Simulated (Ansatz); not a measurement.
Zinc-blende ZnTe was calculated with RPBE (Ansatz, a quantum-chemistry and plane-wave program, PAW).

Settings: plane-wave cutoff 520 eV, 10×10×10 k mesh, Fermi–Dirac smearing 0.01 eV, scalar-relativistic PAW data made under PBE.

Pressure at four volumes; x = ln(V/30.737 Å³). One pressure is withheld.

```tsv
V (Å³/atom)	x	P (GPa)
28.893	-0.0619	2.706
30.737	0.0000	-0.002
31.967	0.0392	-1.357
32.582	0.0583	?
```

Pass a parabola P(x) through the three rows shown, estimate the bulk modulus and its pressure derivative near zero pressure, and predict the withheld pressure.

Slopes between the rows: (-0.002 − (2.706))/(0.0000 − (-0.0619)) = -43.75 and (-1.357 − (-0.002))/(0.0392 − (0.0000)) = -34.57 GPa. Their difference over the span 0.1011 is c = 9.18/0.1011 = 90.8 GPa, so P(x) = 2.706 + (-43.75)(x − (-0.0619)) + 90.8 (x − (-0.0619))(x − (0.0000)). At the middle row B = −dP/dx = −[-43.75 + 90.8 × 0.0619] = 38.1 GPa, and B′ = dB/dP = 2c/B = 4.8. At x = 0.0583 the parabola gives -1.916 GPa; the run gives -1.928 GPa. The Birch–Murnaghan fit to the energies at all volumes has B0 = 37.9 GPa and B′ = 4.7.

Measured, for comparison: bulk modulus 51 ± 3 GPa (room temperature, no zero-point or thermal correction; as tabulated in Determination of phase transition pressures of ZnTe under quasihydrostatic …). Computed (rounded) less measured: bulk modulus -26 %.

Spin–orbit coupling is not included.
